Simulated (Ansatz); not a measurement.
# C: a trial structure relaxed, part 2 of 2

The task: take a trial cell of C to zero force and stress.

Ansatz 0.2.0; DFT PBE, scalar-relativistic, plane waves, PAW. Earlier steps stand in the parts before.

**4. Final relaxation**

The end of the coarse run is made exact in the group found at a tolerance of 0.06 Å and reduced to its primitive cell.

Input file input.yaml:

```yaml
crystal:
  lattice:
    - [-1.2739907765, 2.469099644, 2.1022231467]
    - [1.2739907765, -2.469099644, 2.1022231467]
    - [1.2739907765, 2.469099644, -2.1022231467]
  atoms:
    - { symbol: C, position: [0.2670381216, 0.3541027149, 0.9129354067] }
    - { symbol: C, position: [0.7329618784, 0.6458972851, 0.0870645933] }
    - { symbol: C, position: [0.0588326919, 0.6458972851, 0.4129354067] }
    - { symbol: C, position: [0.9411673081, 0.3541027149, 0.5870645933] }
basis:
  ecutwfc: 420
kpoints:
  mp_grid: { grid: [10, 10, 10] }
hamiltonian:
  xc: pbe
scf:
  occupations: { method: gaussian, width: 0.02 }
output:
  forces: true
  stress: true
  eigenvalues: true
relax:
  adjacent_minimum: "off"
  f_tol: 0.01
  max_steps: 80
  cell: { stress_tol: 0.05 }
```

Run with:

```
$ ansatz run input.yaml --threads 1 --pin off --max-ram 2560MiB --backend cpu --events-out ev --progress --plain --runs-dir out
```

The log of the run, shortened:

```text
Warning: RAYON_NUM_THREADS=1 ignored (pool sized by the plan → 1); use --threads N
[...]
Pseudopotentials: kind: paw
Pseudopotential: C, paw, valence charge 4, recommended cutoff 420 eV (normal), C.paw.azcp
Functional definition: PBE
[...]
Crystal: 4 atoms, lattice volume = 26.451 Å³
Basis set: ecut = 420 eV, 503 PW (Γ), exchange–correlation on 48×48×48 points (8 copies of the dense FFT grid, shifted against one another)
[...]
    - [-1.2736718313136655, 2.4699981449015436, 2.1018602162470876]
    - [1.2736718313136655, -2.4699981449015436, 2.1018602162470876]
    - [1.2736718313136655, 2.4699981449015436, -2.1018602162470876]
  atoms:
    - { symbol: C, position: [0.2670365506487974, 0.35416466581939743, 0.9128718848293998] }
    - { symbol: C, position: [0.7329634493512026, 0.6458353341806025, 0.08712811517060016] }
    - { symbol: C, position: [0.05870721901000241, 0.6458353341806025, 0.4128718848293998] }
    - { symbol: C, position: [0.9412927809899974, 0.3541646658193973, 0.5871281151706] }
```

Run time: 16 s. Hardware: 1 thread of AMD EPYC 7R43 (Zen 3), shared host; peak memory 0.4 GiB.

Step by step:

| step | E - E(step 1) (eV/cell) | largest force component (eV/Å) | pressure (GPa) | volume (Å³) |
| --- | --- | --- | --- | --- |
| 1 | 0.0000 | 0.0087 | -0.04 | 26.45 |
| 2 | 0.0000 | 0.0013 | -0.02 | 26.45 |
| 3 | 0.0000 | 0.0002 | -0.01 | 26.45 |
| 4 | 0.0000 | 0.0002 | -0.01 | 26.45 |

Step 1 is the start. Step 4 repeats the geometry before it on a plane-wave basis chosen anew for that cell, so its energy need not be comparable with the rows above.

Lengths and angles in the start's conventional setting:

|  | before | after | change |
| --- | --- | --- | --- |
| a (Å) | 2.548 | 2.547 | 0.0 % |
| b (Å) | 4.938 | 4.940 | 0.0 % |
| c (Å) | 4.204 | 4.204 | 0.0 % |
| volume (Å³/atom) | 6.61 | 6.61 | 0.0 % |
| shortest distance (Å) | 1.498 | 1.498 | 0.0 % |
| space group (0.01 Å) | Imma | Imma | same |

The run keeps the 8 symmetry operations of the start, so it could not have lowered the symmetry.

**5. Changed: symmetry.detect false, xc pbesol, occupations.method cold, occupations.width 0.01, ecutwfc left out**

Input file input.yaml:

```yaml
crystal:
  lattice:
    - [-1.2736718313, 2.4699981449, 2.1018602162]
    - [1.2736718313, -2.4699981449, 2.1018602162]
    - [1.2736718313, 2.4699981449, -2.1018602162]
  atoms:
    - { symbol: C, position: [0.2670365506, 0.3541646658, 0.9128718848] }
    - { symbol: C, position: [0.7329634494, 0.6458353342, 0.0871281152] }
    - { symbol: C, position: [0.058707219, 0.6458353342, 0.4128718848] }
    - { symbol: C, position: [0.941292781, 0.3541646658, 0.5871281152] }
  symmetry: { detect: false }
kpoints:
  mp_grid: { grid: [10, 10, 10] }
hamiltonian:
  xc: pbesol
scf:
  occupations: { method: cold, width: 0.01 }
output:
  forces: true
  eigenvalues: true
  stress: true
```

Run with:

```
$ ansatz run input.yaml --threads 1 --pin off --max-ram 2560MiB --backend cpu --events-out ev --progress --plain --runs-dir out
```

The log of the run:

```text
Warning: RAYON_NUM_THREADS=1 ignored (pool sized by the plan → 1); use --threads N
Engine: ansatz 0.2.0, x86_64-unknown-linux-gnu
Pseudopotentials: kind: paw
Pseudopotential: C, paw, valence charge 4, recommended cutoff 420 eV (normal), C.paw.azcp
Functional definition: PBEsol
  exchange = pbesol_x
  correlation = pbesol_c
Crystal: 4 atoms, lattice volume = 26.450 Å³
Basis set: ecut = 420 eV, 503 PW (Γ), exchange–correlation on 48×48×48 points (8 copies of the dense FFT grid, shifted against one another)
Bands: 12, of which v1, the nominal top of the filled ones, is band 8 counted from 1 (7 counted from 0)
Symmetry: 1 space group operations
k-points: 504 of 1000 (time reversal used)
Non-local potential: C, projectors of the file, l = 0: 2, l = 1: 2, l = 2: 1
PAW form: soft (Blöchl's): semilocal exchange-correlation on the pseudo side does not see the compensation charge
PAW frozen core: C, regenerated for the run's functional, and the local potential with it (the file was generated under x = pbe(κ = 0.804, μ = 0.2195149727645171), c = pbe(β = 0.06672455060314922))
PAW one-centre angular grid: C, 110 points (default); XC on 64 Gauss nodes
Initial density: superposition of atomic densities (neutral atoms: chi_scale 0, normalization atom), corrected by the library's trained network
Initial wavefunctions: pseudopotential atomic-orbital guess
Functional: x = pbesol(κ = 0.804, μ = 0.12345679012345678), c = pbesol(β = 0.046)
SCF iter   1: F=—  HF=-985.093282 eV  |F-HF|=—  |Δ(HF+E_count)|=         —  Δρ=8.49e-3  dr2=9.29e-3  ethr=1.77e-3  ⟨swp⟩=5.8  Hψ=33928  notcnv=0
preconditioner: auto → none  [insulator: Δε(μ)=2.654 eV  Ē_g=15.880 eV  σ=0.010 eV  W_gap=1.00  n_scr=4 (ndim 8)  ℏωp=28.9 eV  f_vac=0.000  D(μ)=0.00/eV (n_scr^D=0)  ε∞_Penn≈4.3]
SCF iter   2: F=—  HF=-985.091854 eV  |F-HF|=—  |Δ(HF+E_count)|=   1.43e-3  S|Δr|=    0.00e0  Δρ=3.72e-3  dr2=1.56e-3  ethr=5.81e-5  ⟨swp⟩=2.9  Hψ=15029  notcnv=0
SCF iter   3: F=—  HF=-985.091982 eV  |F-HF|=—  |Δ(HF+E_count)|=   1.28e-4  S|Δr|=    0.00e0  Δρ=3.93e-4  dr2=2.07e-5  ethr=9.75e-6  ⟨swp⟩=3.0  Hψ=12007  notcnv=0
SCF iter   4: F=—  HF=-985.092001 eV  |F-HF|=—  |Δ(HF+E_count)|=   1.91e-5  S|Δr|=    0.00e0  Δρ=9.69e-5  dr2=2.38e-6  ethr=1.30e-7  ⟨swp⟩=2.0  Hψ=9604  notcnv=0
SCF iter   5: F=-985.092001 eV  HF=-985.092001 eV  |F-HF|=2.68e-8  |Δ(HF+E_count)|=   3.61e-7  S|Δr|=    0.00e0  Δρ=2.44e-5  dr2=7.09e-8  ethr=6.25e-10  ⟨swp⟩=3.9  Hψ=26727  notcnv=0
SCF 1 converged in 5 iterations: F = -985.092001 eV  dr2 = 7.09e-8
SCF converged after 5 iterations
Stability not checked: this state was not tested for a lower state beside it, because cold or Methfessel-Paxton smearing, or corrected tetrahedra, fill the levels in a way that the test cannot read (fill_not_monotonic; see scf.lower_state_search)
Free energy (F): -985.092001 eV
Harris-Foulkes:  -985.092001 eV  (|F-HF|=2.68e-8)
Internal energy: -985.092001 eV  (E = F + TS)
E sigma→0 (E₀):  -985.092001 eV
Fermi energy:    12.372470 eV
Step filling:    the computed levels leave a gap of 2.6502 eV = 265.0 smearing widths at the electron count; against every level under it full and every level over it empty, smearing changes F+E_penalty+E_count by +0.00e0 meV and its σ→0 estimate by +0.00e0 meV
--- Per-component energies (eV) ---
  E_band       = 32.034345
  E_kinetic    = 364.868641
  E_local      = -379.623056  (includes V_loc(G=0)·N_el)
  E_nonlocal   = 106.981310
  E_hartree    = 102.814413
  E_xc         = -192.096935
  E_vxc        = -239.048089  (∫ρ·V_xc dr)
  E_paw        = -381.058375  (= ΣΔE_a)
  E_vpaw       = -26.772638  (= ΣTr[D̂ρ^β])
  E_aug_tail   = 0.000034  (compensation charges beyond the density's cutoff)
  E_ewald      = -607.062434
  E_core_change = 0.084402  (= ΣΔE_core)
  E_smearing   = -0.000000  (= −TS)
  E_closure    = 0.000000  (closes the sum)
  Σ components = -985.092001   (vs F -985.092001, Δ=0.00e0)
--- Forces (eV/Å), atoms counted from 1 ---
  atom   1  C      0.00000027    -0.00637502    -0.00201286
  atom   2  C     -0.00000003     0.00640618     0.00198562
  atom   3  C     -0.00000001    -0.00655556     0.00228571
  atom   4  C     -0.00000007     0.00653261    -0.00226962
  max |Σ_I F_I| component: 1.12e-5 eV/Å
--- Stress (GPa, compression-positive) ---
       -5.941523       0.000000      -0.000002
        0.000001      -4.505095      -0.000461
       -0.000002      -0.000461      -4.980113
  P = ⅓ Tr σ = -5.1422 GPa (-51.422 kbar)
--- Band table (eV; the first three rows and the last of 504) ---
  k-point 0: bands = ["-10.1456", "0.0517", "0.4806", "1.4655", "4.2105", "7.0878", "7.5706", "9.7993", "13.6905", "15.3854", "16.2666", "18.9423"]
  k-point 1: bands = ["-9.9266", "-0.1549", "0.4209", "1.9526", "4.2965", "6.0013", "7.1293", "9.2097", "13.8609", "16.3800", "16.5654", "19.7773"]
  k-point 2: bands = ["-9.2724", "-0.3558", "0.2312", "2.9419", "3.1287", "5.1833", "6.2670", "7.9422", "13.9216", "17.2612", "18.7630", "19.6762"]
  k-point 503: bands = ["-7.2721", "-5.6031", "-2.4634", "2.1596", "4.3807", "9.4095", "10.5552", "11.0403", "15.5762", "16.7575", "18.9998", "19.9978"]
```

Wall time 18 s (1 thread of AMD EPYC 7R43 (Zen 3), shared host); peak memory 0.51 GiB.

```tsv
run	ending	energy change	pressure (GPa)	gap (eV)	force (eV/Å)	cycles	time
step 4	converged	-	0.0	2.72	0.00	-	16 s
variant	converged	not comparable	-5.1	2.65	0.01	5	18 s
```

Total energies don't compare across a change of functional; the pressure goes from 0.0 to -5.1 GPa and the gap on the mesh goes from 2.72 to 2.65 eV. The smearing changed too.

**6. Outcome**

What follows sums up all 2 parts. Changes of volume or cell count from the first structure of part 1.

| quantity | value |
| --- | --- |
| symmetry at the end (tolerance 0.02 Å) | space group Imma (No. 74) |
| conventional cell | a = 2.547 Å, b = 4.940 Å, c = 4.204 Å, α = 90.00°, β = 90.00°, γ = 90.00° |
| volume | 6.61 Å³/atom |
| energy over the standard state | +0.50 eV/atom |
| gap on the mesh | 2.72 eV |

The symmetry goes from space group P1 (No. 1) to space group Imma (No. 74), and the volume per atom grows by 15.1 % from the first guess. It lies above the element's standard state, so it is metastable at best. No finished test with a distortion of lower symmetry is shown, so the end may be a saddle point.
